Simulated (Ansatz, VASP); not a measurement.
# Two plane-wave programs on KBr

```
K Br
1.0
     0.00000    3.18563    3.18563
     3.18563    0.00000    3.18563
     3.18563    3.18563    0.00000
K Br
1 1
Direct
  0.00000 0.00000 0.00000
  0.50000 0.50000 0.50000
```

Alike in both runs: functional LDA; k mesh 6 × 6 × 6; occupations gaussian, width 0.02 eV; no spin polarisation.

Ansatz relaxed the structure, and its values are those at the end. VASP's run is a single point on that final structure, the one shown.

|  | VASP | Ansatz |
| --- | --- | --- |
| version | VASP 6.6.1 | Ansatz 0.2.0 |
| potentials or method | VASP PAW LDA potentials, release 64 (K_sv, Br) | scalar-relativistic, plane waves, PAW |
| plane-wave cutoff (eV) | 520 | 420 |
| valence electrons in the cell | 16 | 16 |

VASP gave:

| Quantity | Value |
| --- | --- |
| gap on the k mesh at the Fermi level (eV) | 4.33 |
| least direct gap on the mesh (eV) | 4.33 |
| pressure (GPa) | 0.1 |

**Question.** Estimate Ansatz's values.

**Answer.** gap on the k mesh at the Fermi level (eV): 4.32; least direct gap on the mesh (eV): 4.32; pressure (GPa): 0.0.

LDA gaps usually lie below the measured ones, often by a third to a half.
